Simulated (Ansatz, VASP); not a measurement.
## Y: VASP beside Ansatz

INCAR

```
SYSTEM = Y
PREC = Accurate
ENCUT = 520
EDIFF = 1E-6
ISMEAR = -1
SIGMA = 0.05
LREAL = .FALSE.
LASPH = .TRUE.
NELM = 80
ALGO = Normal
ISIF = 2
LWAVE = .FALSE.
LCHARG = .FALSE.
LMAXMIX = 4
METAGGA = R2SCAN
LMIXTAU = .TRUE.
NBANDS = 18
```

KPOINTS

```
Automatic mesh
0
G
  8 8 5
  0 0 0
```

The input POSCAR:

```
Y
1.0
    3.6474000000      0.0000000000      0.0000000000
   -1.8237000000      3.1587410578      0.0000000000
    0.0000000000      0.0000000000      5.7306000000
Y
2
Direct
    0.6666666667      0.3333333333      0.7500000000
    0.3333333333      0.6666666667      0.2500000000
```

The input KPOINTS_OPT:

```
path GMKGALHA,LM,KH
15
line-mode
reciprocal
 0.0000000000  0.0000000000  0.0000000000  G
 0.5000000000  0.0000000000  0.0000000000  M

 0.5000000000  0.0000000000  0.0000000000  M
 0.3333333333  0.3333333333  0.0000000000  K

 0.3333333333  0.3333333333  0.0000000000  K
 0.0000000000  0.0000000000  0.0000000000  G

 0.0000000000  0.0000000000  0.0000000000  G
 0.0000000000  0.0000000000  0.5000000000  A

 0.0000000000  0.0000000000  0.5000000000  A
 0.5000000000  0.0000000000  0.5000000000  L

 0.5000000000  0.0000000000  0.5000000000  L
 0.3333333333  0.3333333333  0.5000000000  H

 0.3333333333  0.3333333333  0.5000000000  H
 0.0000000000  0.0000000000  0.5000000000  A

 0.5000000000  0.0000000000  0.5000000000  L
 0.5000000000  0.0000000000  0.0000000000  M

 0.3333333333  0.3333333333  0.0000000000  K
 0.3333333333  0.3333333333  0.5000000000  H
```

The input input.yaml:

```yaml
crystal:
  lattice:
    - [3.6474, 0.0, 0.0]
    - [-1.8237, 3.1587410578, 0.0]
    - [0.0, 0.0, 5.7306]
  atoms:
    - { symbol: "Y", position: [0.6666666667, 0.3333333333, 0.75] }
    - { symbol: "Y", position: [0.3333333333, 0.6666666667, 0.25] }
hamiltonian:
  xc: r2scan
  pseudopotentials: { kind: paw }
kpoints:
  mp_grid: { grid: [8, 8, 5] }
  band_path:
    path:
      - [[0.0, 0.0, 0.0], [0.5, 0.0, 0.0], [0.3333333333, 0.3333333333, 0.0], [0.0, 0.0, 0.0], [0.0, 0.0, 0.5], [0.5, 0.0, 0.5], [0.3333333333, 0.3333333333, 0.5], [0.0, 0.0, 0.5]]
      - [[0.5, 0.0, 0.5], [0.5, 0.0, 0.0]]
      - [[0.3333333333, 0.3333333333, 0.0], [0.3333333333, 0.3333333333, 0.5]]
    npoints: 14
scf:
  occupations: { method: fermi_dirac, width: 0.05 }
  n_extra_bands: 6
output:
  forces: true
  stress: true
  eigenvalues: true
  fatbands: false
```

Alike in both runs: task band structure; functional r2SCAN; k mesh 8 × 8 × 5; occupations fermi-dirac, width 0.05 eV; no spin polarisation.

|  | VASP | Ansatz |
| --- | --- | --- |
| version | VASP 6.6.1 | Ansatz 0.2.0 |
| potentials or method | VASP PAW PBE potentials, release 64 (Y_sv) | Ansatz PAW |
| plane-wave cutoff (eV) | 520 | 500 |
| valence electrons in the cell | 22 | 22 |

Ansatz gave:

- gap on the k mesh at the Fermi level (eV): none
- pressure (GPa): 0.7
- largest component of the traceless stress (GPa): 0.45

Problem. Estimate VASP's values.

Solution. gap on the k mesh at the Fermi level (eV): none; pressure (GPa): 0.7; largest component of the traceless stress (GPa): 0.43.

A gap of «none» marks a metal or a gap that the smearing closes.

Caveats: the PAW data sets were made with another functional, which shifts forces and pressure a little (VASP); the PAW data sets come from PBE, with cores solved anew for the run's functional, which leaves a small shift of forces and pressure (Ansatz).
